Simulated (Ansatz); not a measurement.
Geometry optimisation in Ansatz: input, command and trajectory.

```yaml
crystal:
  lattice:
    - [2.9088116082, 0.0, 0.0]
    - [-1.4544058041, 2.5191047476, 0.0]
    - [0.0, 0.0, 4.3616421004]
  atoms:
    - { symbol: Zn, position: [0.6666666667, 0.3333333333, 0.0] }
    - { symbol: Au, position: [0.0, 0.0, 0.5] }
basis:
  ecutwfc: 420
kpoints:
  mp_grid: { grid: [6, 6, 4] }
hamiltonian:
  xc: pbe
scf:
  occupations: { method: gaussian, width: 0.1 }
  lower_state_search: "off"
output:
  forces: true
  stress: true
  eigenvalues: true
relax:
  adjacent_minimum: "off"
  f_tol: 0.04
  max_steps: 70
  cell: { stress_tol: 0.4 }
```

```bash
ansatz run input.yaml --threads 1 --pin off --max-ram 2560MiB --backend cpu --events-out ev --progress --plain --runs-dir out
```

These are results of Ansatz 0.2.0, DFT PBE, scalar-relativistic, plane waves, PAW, not measurements.

Of 4 frames 4 are shown, positions in Å and forces in eV/Å; the SCF threshold varies from step to step. Steps run on the plane waves of an earlier cell, with a Pulay correction in the pressure. The basis is chosen afresh for the last frame, the zero of the energies, and at times for earlier ones too; energy and pressure step there, also at an unchanged geometry.

```xyz
2
Lattice="2.9088 0.0000 0.0000 -1.4544 2.5191 0.0000 0.0000 0.0000 4.3616" Properties=species:S:1:pos:R:3:forces:R:3 pbc="T T T" step=1 free_energy_over_end_meV_per_atom=7.08 pressure_GPa=4.24
Zn    1.4544    0.8397    0.0000    0.0000    0.0000    0.0000
Au    0.0000    0.0000    2.1808    0.0000    0.0000    0.0000
2
Lattice="2.9797 0.0000 0.0000 -1.4898 2.5805 0.0000 0.0000 0.0000 4.4023" Properties=species:S:1:pos:R:3:forces:R:3 pbc="T T T" step=2 free_energy_over_end_meV_per_atom=3.91 pressure_GPa=-2.46
Zn    1.4898    0.8602    0.0000    0.0000    0.0000    0.0000
Au    0.0000    0.0000    2.2011    0.0000    0.0000    0.0000
2
Lattice="2.9510 0.0000 0.0000 -1.4755 2.5556 0.0000 0.0000 0.0000 4.3919" Properties=species:S:1:pos:R:3:forces:R:3 pbc="T T T" step=3 free_energy_over_end_meV_per_atom=0.31 pressure_GPa=-0.19
Zn    1.4755    0.8519    0.0000    0.0000    0.0000    0.0000
Au    0.0000    0.0000    2.1959    0.0000    0.0000    0.0000
2
Lattice="2.9510 0.0000 0.0000 -1.4755 2.5556 0.0000 0.0000 0.0000 4.3919" Properties=species:S:1:pos:R:3:forces:R:3 pbc="T T T" step=4 free_energy_over_end_meV_per_atom=0.00 pressure_GPa=-0.20
Zn    1.4755    0.8519    0.0000    0.0000    0.0000    0.0000
Au    0.0000    0.0000    2.1959    0.0000    0.0000    0.0000
```

The start puts this composition into another compound's structure type, which needn't suit it. At the end the space group is P-6m2 (tolerance 0.05 Å).

The run took 5.4 s on 1 thread of Arm Neoverse V2 (shared host), peak memory 0.27 GiB.

The k mesh is coarse. Spin–orbit coupling is left out, which can shift energies with elements as heavy as these.